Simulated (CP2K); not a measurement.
# Ag under changes of volume

One of the cells (17.048 Å³/atom); the others are scaled copies at fixed shape and fractional positions:

```
Ag
1.0
     2.88888    0.00000    0.00000
     1.44444    2.50185    0.00000
     1.44444    0.83395    2.35876
Ag
1
Direct
  0.00000 0.00000 0.00000
```

```yaml
Program: CP2K 2026.2
Functional: PBEsol
Potentials_or_basis: POTENTIAL_UZH Ag GTH-PBE-q11; TZVP-MOLOPT-PBE-GTH basis
Density_cutoff: 6123 eV
k_mesh: 11 × 11 × 11
Occupations: fermi-dirac, width 0.05 eV
Spin: no spin polarisation
```

| volume (Å³/atom) | energy over the lowest point (meV/atom) | pressure (GPa) |
| --- | --- | --- |
| 16.025 | 11.06 | 5.6 |
| 16.366 | 2.51 | 2.6 |
| 16.707 | 0.00 | 0.0 |
| 17.048 | 2.75 | -2.3 |
| 17.389 | 10.06 | -4.3 |
| 17.730 | 21.31 | -6.0 |
| 18.071 | ? | ? |

What does the run at 18.071 Å³/atom give?

Energy over the lowest point 35.93 meV/atom; pressure -7.5 GPa.

Worked out: A Birch-Murnaghan fit of order 3 (a polynomial in V^(-2/3)) to the other rows has its minimum at 16.69 Å³/atom with B0 = V·E''(V) = 121 GPa and B' = 5.9. It gives 35.98 meV/atom at 18.071 Å³/atom, against the run's 35.93, and -dE/dV = -7.6 GPa, against -7.5.

Energies are extrapolated to zero smearing.

Caveats: the potentials were made for another functional, which shifts forces and pressure; the basis of atomic orbitals isn't converged, which shifts pressures, moduli and gaps.
